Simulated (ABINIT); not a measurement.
Runs of ABINIT 10.8.3 (patched build) on HgSe. Symmetry: F-43m, No. 216, cubic system. Conventional cell: a = 6.078 Å, b = 6.078 Å, c = 6.078 Å, α = 90.00°, β = 90.00°, γ = 90.00°. Hg (site symmetry -43m) is surrounded by 4 Se at 2.63 Å. Se (site symmetry -43m) has 4 Hg at 2.63 Å as nearest neighbours. 

```tsv
task	level	potentials or basis	k mesh	mesh quality	gap on the mesh (eV)	pressure (GPa)
band structure	LDA-Teter	JTH PAW LDA v2.0	8 × 8 × 8	not flagged	none	-0.2
band structure	revPBE	JTH PAW PBE v2.0	8 × 8 × 8	not flagged	none	6.2
single point	PBEsol	JTH PAW PBE v2.0	3 × 3 × 3	coarse	none	(b)
single point	LDA	JTH PAW LDA v2.0	3 × 3 × 3	coarse	none	0.9
band structure	LDA-VWN	JTH PAW LDA v2.0	8 × 8 × 8	not flagged	none	-0.3
single point	PBEsol	JTH PAW PBE v2.0	10 × 10 × 10	not flagged	none	(a)
band structure	HLE16	JTH PAW PBE v2.0	8 × 8 × 8	not flagged	none	-2.6
band structure	OLYP	JTH PAW PBE v2.0	8 × 8 × 8	not flagged	none	6.2
```

Alike in all rows: no spin polarisation; cell as given; cutoff (eV) 544; smearing fermi-dirac 0.05 eV.

Fill in the values left out.

(a) 1.7; (b) 2.9.

Caveats: some runs use coarse meshes; spin-orbit coupling is left out, which moves the levels of the heavy elements (some runs); the PAW data sets were made with another functional, which shifts forces and pressure a little (some runs); the potentials were made for a functional far from this one (some runs); the potentials were made for another functional, which shifts forces and pressure (some runs).

A k mesh can miss the band edges, and the runs leave out spin-orbit coupling on Hg, Se.

A gap of «none» marks a metal or a gap under the smearing width.

Runs at the PBE level aren't shown here.
